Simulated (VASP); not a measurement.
SnSe, 2 atoms in the cell. It takes space group Fm-3m (No. 225, cubic). Conventional cell: a = 5.918 Å, b = 5.918 Å, c = 5.918 Å, α = 90.00°, β = 90.00°, γ = 90.00°. Sn (site symmetry m-3m) is surrounded by 6 Se at 2.96 Å. Around Se (site symmetry m-3m) lie 6 Sn at 2.96 Å. Measurements of this composition are mostly on another form, of space group No. 62. The cell isn't the ideal one: volume scaled by 0.95, PAW files.

* Program: VASP 6.6.1
* Task: electric field gradients
* Functional: PBE
* Potentials or basis: VASP PAW PBE potentials, release 64 (Sn_d, Se)
* Cutoff: 520 eV
* k mesh: 7 × 7 × 7
* Occupations: fermi-dirac, width 0.01 eV
* Spin: no spin polarisation
* Dipole correction: no
* Further INCAR settings: ALGO = Fast; EDIFF = 1e-08; NBANDS = 17

Potentials or basis: VASP PAW PBE potentials, release 64 (Sn_d, Se).

Run with:

```bash
$ cat potpaw_PBE.64/Sn_d/POTCAR potpaw_PBE.64/Se/POTCAR > POTCAR
$ mpirun -np 1 vasp_std > vasp.out
```

Hardware: 1 thread of Intel(R) Xeon(R) 6975P-C (Granite Rapids) (shared host).

How long does it take, and how much memory?

Run time: 10 s on 1 thread of Intel(R) Xeon(R) 6975P-C (Granite Rapids) (shared host), peak memory 0.18 GiB. Counts: scf iterations 16, k points 20.
